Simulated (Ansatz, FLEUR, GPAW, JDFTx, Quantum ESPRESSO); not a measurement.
# Ge: 7 runs at one level of theory

```
CELL_PARAMETERS angstrom
0.00000 2.82891 2.82891
2.82891 0.00000 2.82891
2.82891 2.82891 0.00000
ATOMIC_POSITIONS crystal
Ge 0.75000 0.75000 0.75000
Ge 0.50000 0.50000 0.50000
```

Alike in all runs: task equation of state; functional PBEsol; k mesh 8 × 8 × 8; occupations fermi-dirac, width 0.05 eV; no spin polarisation; no spin-orbit coupling.

```tsv
program and potentials	plane-wave cutoff (eV)	notes	equilibrium volume (Å³/atom)	bulk modulus (GPa)
Ansatz, PseudoDojo PBEsol	1061	-	22.86	66.1
GPAW, PAW data sets generated for this functional	600	-	22.96	67.2
FLEUR, all-electron, FLAPW	-	-	22.85	66.5
JDFTx, PseudoDojo-SR-PBEsol-0.4.1-standard with smoothed tails	1061	-	22.86	66.1
Ansatz, all-electron LAPW, scalar-relativistic	-	-	22.85	66.2
JDFTx, PseudoDojo-SR-PBEsol-0.4.1-standard	1061	-	22.86	66.2
Quantum ESPRESSO, PseudoDojo 0.4.1 SR PBEsol standard	1061	-	22.86	66.1
```

The equilibrium volume spans 22.85 (Ansatz, all-electron LAPW, scalar-relativistic) to 22.96 Å³/atom (GPAW, PAW data sets generated for this functional), with all-electron results at 22.85. The bulk modulus spans 66.1 (Ansatz, PseudoDojo PBEsol) to 67.2 GPa (GPAW, PAW data sets generated for this functional), with all-electron results at 66.2 to 66.5.

The functional is the same throughout but for its coding, so the spread measures potentials, basis and numerics; runs on potential files found faulty are left out.
